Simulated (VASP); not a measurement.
# Ir in VASP: settings compared, part 2 of 2

VASP 6.6.1.

## (5) Relaxation of the atoms, BLYP

Contents of INCAR:

```
AGGAC = 1.0
AGGAX = 1.0
ALDAC = 0.0
ALDAX = 1.0
ALGO = Normal
DIPOL = 0.5 0.5 0.294
EDIFF = 1E-6
EDIFFG = -0.005
ENCUT = 520
GGA = B5
IBRION = 2
IDIPOL = 3
ISIF = 2
ISMEAR = -1
LASPH = True
LCHARG = False
LDIPOL = True
LREAL = False
LWAVE = False
NELM = 80
NSW = 60
PREC = Accurate
SIGMA = 0.05
```

Contents of KPOINTS:

```
k-points
0
Gamma
  11 11 1
```

Contents of POSCAR:

```
Ir
1.0
    2.4518400000      0.0000000000      0.0000000000
    0.0000000000      2.4518400000      0.0000000000
    0.0000000000      0.0000000000     23.8000000000
Ir
1
Selective dynamics
Direct
    0.0000000000      0.0000000000      0.2941200000  F F F
```

Potentials or basis: VASP PAW PBE potentials, release 64 (Ir).

Command:

```bash
$ cat potpaw_PBE.64/Ir/POTCAR > POTCAR
$ mpirun -np 1 vasp_std > vasp.out
```

OUTCAR:

```text
EDIFF = 1E-6
   EDIFFG = -0.005
   ENCUT = 520
   GGA = B5
   IBRION = 2
   ISIF = 2
   ISMEAR = -1
   LASPH = True
   LREAL = False
   NELM = 80
   NSW = 60
   PREC = Accurate

 ion  position               nearest neighbor table
   1  0.000  0.000  0.294-

  LATTYP: Found a simple tetragonal cell.
 ALAT       =     2.4518400000
 C/A-ratio  =     9.7069955625

  Lattice vectors:

 A1 = (   2.4518400000,   0.0000000000,   0.0000000000)
 A2 = (   0.0000000000,   2.4518400000,   0.0000000000)
 A3 = (   0.0000000000,   0.0000000000,  23.8000000000)

Analysis of symmetry for initial positions (statically):
=====================================================================
 Subroutine PRICEL returns:
 Original cell was already a primitive cell.

 Routine SETGRP: Setting up the symmetry group for a
 simple tetragonal supercell.

 Subroutine GETGRP returns: Found 16 space group operations
 (whereof  8 operations were pure point group operations)
 out of a pool of 16 trial point group operations.

The static configuration has the point symmetry C_4v.
 The point group associated with its full space group is D_4h.

Analysis of symmetry for dynamics (positions and initial velocities):
=====================================================================
 Subroutine PRICEL returns:
 Original cell was already a primitive cell.

 Routine SETGRP: Setting up the symmetry group for a
 simple tetragonal supercell.

 Subroutine GETGRP returns: Found 16 space group operations
 (whereof  8 operations were pure point group operations)
 out of a pool of 16 trial point group operations.

The dynamic configuration has the point symmetry C_4v.
 The point group associated with its full space group is D_4h.
[... 130 lines left out ...]
  Fermi-wavevector in a.u.,A,eV,Ry     =   0.651081  1.230365  5.767604  0.423907
  Thomas-Fermi vector in A             =   1.720567
   LORBIT       =      0    0 simple, 1 ext, 2 COOP (PROOUT), +10 PAW based schemes
   GGA     = B5    functional components
   LHFCALC =     F    Hartree Fock is set to
   AEXX    =    0.0000 exact exchange contribution
   IVDW    =     0    specifies the selected vdW correction
   LEPSILON=     F    determine dielectric tensor
   LRPA    =     F    only Hartree local field effects (RPA)
 conjugate gradient relaxation of ions
 non-spin polarized calculation
  energy-cutoff  :      520.00
  volume of cell :      143.07
 maximum number of plane-waves:      3933
   NGX =  9   NGY =  9   NGZ = 89

 number of electron       8.9999999 magnetization

 dipolmoment           0.000000      0.000000     -0.000000 electrons x Angstroem

 Free energy of the ion-electron system (eV)
  ---------------------------------------------------
  ext. energy  EPLUGINS =         0.00000000
  ---------------------------------------------------
  free energy    TOTEN  =        -5.97955694 eV

  energy without entropy =       -5.96450539  energy(sigma->0) =       -5.97203116

 E-fermi :  -4.1204     XC(G=0):  -2.0144

 val. band max:       -4.1414133036   @ k =   0.4545   0.2727   0.0000
 cond. band min:      -4.1174238245   @ k =   0.4545   0.3636   0.0000
 fundamental gap:      0.0239894792
 Fermi energy:        -4.1204131532

 k-point     1 :       0.0000    0.0000    0.0000
  band No.  band energies     occupation
      1     -11.7874      2.00000
      2     -10.5094      2.00000
      3      -6.6801      2.00000
      4      -3.3912      0.00000
      5      -3.3912      0.00000
      6      -2.9114      0.00000
      7      -1.9904      0.00000
      8       1.4214      0.00000
[... 210 lines left out ...]
 k-point    21 :       0.4545    0.4545    0.0000
  band No.  band energies     occupation
      1     -10.6354      2.00000
      2      -7.1648      2.00000
      3      -7.1073      2.00000
      4      -3.8639      0.01177
      5      -0.2110      0.00000
      6       3.5236      0.00000
      7       5.1700      0.00000
      8       8.3708      0.00000

------------------------ aborting loop because EDIFF is reached ----------------------------------------

 vacuum level on the upper side and lower side of the slab       (xc-potential included)        -0.029        -0.030

  FORCE on cell =-STRESS in cart. coord.  units (eV):
  Direction    XX          YY          ZZ          XY          YZ          ZX
  --------------------------------------------------------------------------------------
  -------------------------------------------------------------------------------------
  Total        1.4946978      1.4946978     -0.0083866      0.0000000      0.0000000      0.0000000
  in kB       16.7379694     16.7379694     -0.0939156      0.0000000      0.0000000      0.0000000
  external PRESSURE =      11.1273411 kB  Pullay stress =       0.0000000 kB

 VOLUME and BASIS-vectors are now :
 -----------------------------------------------------------------------------
  energy-cutoff  :      520.00
  volume of cell :      143.07
      direct lattice vectors                 reciprocal lattice vectors
     2.451840000  0.000000000  0.000000000     0.407856956  0.000000000  0.000000000
     0.000000000  2.451840000  0.000000000     0.000000000  0.407856956  0.000000000
     0.000000000  0.000000000 23.800000000     0.000000000  0.000000000  0.042016807

 POSITION                                       TOTAL-FORCE (eV/Angst)
 -----------------------------------------------------------------------------------
      0.00000      0.00000      7.00006         0.000000     -0.000000      0.000000
 -----------------------------------------------------------------------------------
    total drift:                                0.000000      0.000000      0.000019

  FREE ENERGIE OF THE ION-ELECTRON SYSTEM (eV)
  ---------------------------------------------------
  free  energy   TOTEN  =        -5.9795569368 eV

  energy  without entropy=       -5.9645053901  energy(sigma->0) =       -5.97203116

 reached required accuracy - stopping structural energy minimisation

 vacuum level on the upper side and lower side of the slab         1.590         1.589
```

CONTCAR:

```text
Ir
   1.00000000000000
     2.4518399999999998    0.0000000000000000    0.0000000000000000
     0.0000000000000000    2.4518399999999998    0.0000000000000000
     0.0000000000000000    0.0000000000000000   23.8000000000000007
  Ir
     1
Selective dynamics
Direct
     0.0000000000000000    0.0000000000000000    0.2941199999999995   F   F   F

  0.00000000E+00  0.00000000E+00  0.00000000E+00
```

It took 36 s on 1 thread of AMD EPYC 9R45 (Zen 5), shared host; peak memory 0.2 GiB.

What came out:

```yaml
Free_energy: -5.9796 eV
Band_gap_on_the_k_mesh: none (metal or under the smearing width)
```

Final structure:
```
CELL_PARAMETERS angstrom
2.45184 0.00000 0.00000
0.00000 2.45184 0.00000
0.00000 0.00000 23.80000
ATOMIC_POSITIONS crystal
Ir 0.00000 0.00000 0.29412
```

Caveat: the relaxation stopped at its first step, so nothing moved; the PAW data sets were made with another functional, which shifts forces and pressure a little.

## (6) Relaxation of the atoms, PW91

Edit INCAR of step 5 so:

```diff
@@ -1,5 +1 @@
-AGGAC = 1.0
-AGGAX = 1.0
-ALDAC = 0.0
-ALDAX = 1.0
 ALGO = Normal
@@ -9,3 +5,3 @@
 ENCUT = 520
-GGA = B5
+GGA = 91
 IBRION = 2
```

KPOINTS is that of step 5.

POSCAR is that of step 5.

Potentials or basis: VASP PAW PBE potentials, release 64 (Ir).

Command:

```bash
$ cat potpaw_PBE.64/Ir/POTCAR > POTCAR
$ mpirun -np 1 vasp_std > vasp.out
```

Run time: 16 s. Hardware: 1 thread of AMD EPYC 9R45 (Zen 5), shared host; peak memory 0.2 GiB.

The run converged. Its results:

| Property | Result |
| --- | --- |
| Free energy | -6.8086 eV |
| Band gap on the k mesh | none (metal or under the smearing width) |

Final structure:
```cif
data_structure
_symmetry_space_group_name_H-M 'P 1'
_symmetry_Int_Tables_number 1
_cell_length_a 2.4518
_cell_length_b 2.4518
_cell_length_c 23.8000
_cell_angle_alpha 90.000
_cell_angle_beta 90.000
_cell_angle_gamma 90.000
_cell_volume 143.07
loop_
_atom_site_label
_atom_site_type_symbol
_atom_site_fract_x
_atom_site_fract_y
_atom_site_fract_z
_atom_site_occupancy
Ir1 Ir 0.00000 0.00000 0.29412 1
```

Levels at points of the mesh, in eV from the Fermi level:
| k point | band 1 | band 2 | band 3 | band 4 | band 5 | band 6 | band 7 | band 8 |
| --- | --- | --- | --- | --- | --- | --- | --- | --- |
| (0.00, 0.00, 0.00) | -7.77 | -6.41 | -2.55 | 0.72 | 0.72 | 1.21 | 2.14 | 5.67 |

Caveat: the relaxation stopped at its first step, so nothing moved; the PAW data sets were made with another functional, which shifts forces and pressure a little.

## (7) The reference run

An earlier run on the cell as given: functional PBE; potentials or basis VASP PAW PBE potentials, release 64 (Ir); cutoff 520 eV; k mesh 11 × 11 × 1; occupations fermi-dirac, width 0.05 eV; no spin polarisation.

- Band gap on the k mesh: none (metal or under the smearing width)

## (8) The runs side by side

```csv
task,level,cell,atoms held fixed (from 0),gap on the mesh (eV)
relaxation of the atoms,PBEsol,atoms relaxed,[0],none
relaxation of the atoms,RPBE,atoms relaxed,[0],none
relaxation of the atoms,revPBE,atoms relaxed,[0],none
relaxation of the atoms,BLYP,atoms relaxed,[0],none
relaxation of the atoms,PW91,atoms relaxed,[0],none
single point,PBE,as given,-,none
```

Alike in all rows: potentials or basis VASP PAW PBE potentials, release 64 (Ir); no spin polarisation; k mesh 11 × 11 × 1; cutoff (eV) 520; smearing fermi-dirac 0.05 eV.

Caveats: the relaxation stopped at its first step, so nothing moved (some runs); the PAW data sets were made with another functional, which shifts forces and pressure a little (some runs).

Total energies depend on the potentials used, so only differences within one code and one set of settings carry meaning.
